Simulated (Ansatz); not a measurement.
Crystal: MgS.

```xyz
4
Lattice="4.0346 0.0000 0.0000 -2.0173 3.4941 0.0000 0.0000 0.0000 6.4323" Properties=species:S:1:pos:R:3 pbc="T T T"
S     2.0173    1.1647    5.6556
S     0.0000    2.3294    2.4394
Mg    0.0000    2.3294    6.4050
Mg    2.0173    1.1647    3.1888
```

The cell comes from a database or a generator and needn't be the stable form of this composition.

Base run:

```yaml
Program: Ansatz 0.2.0
Functional: r2SCAN
Potentials_or_basis: Ansatz PAW
Cutoff: "500 eV (not typed: the program's choice for these potentials)"
k_mesh: 8 × 8 × 4
Occupations: fermi-dirac, width 0.05 eV
Spin: no spin polarisation
```

Its results: band gap on the k mesh 4.12 eV, direct; pressure 0.0 GPa; largest force 0.055 eV/Å.

Question: The run is repeated on the same cell with these changes: functional from r2SCAN to LDA; cutoff from 500 eV (not typed: the program's choice for these potentials) to 420 eV (not typed: the program's choice for these potentials). What comes out?

Answer: Band gap on the k mesh 3.15 eV, direct; pressure -2.1 GPa; largest force 0.052 eV/Å.

r2SCAN gives the wider gap, since meta-GGAs in the generalised Kohn-Sham scheme recover part of the derivative discontinuity.

Caveats: the PAW data sets come from PBE, with cores solved anew for the run's functional, which leaves a small shift of forces and pressure.
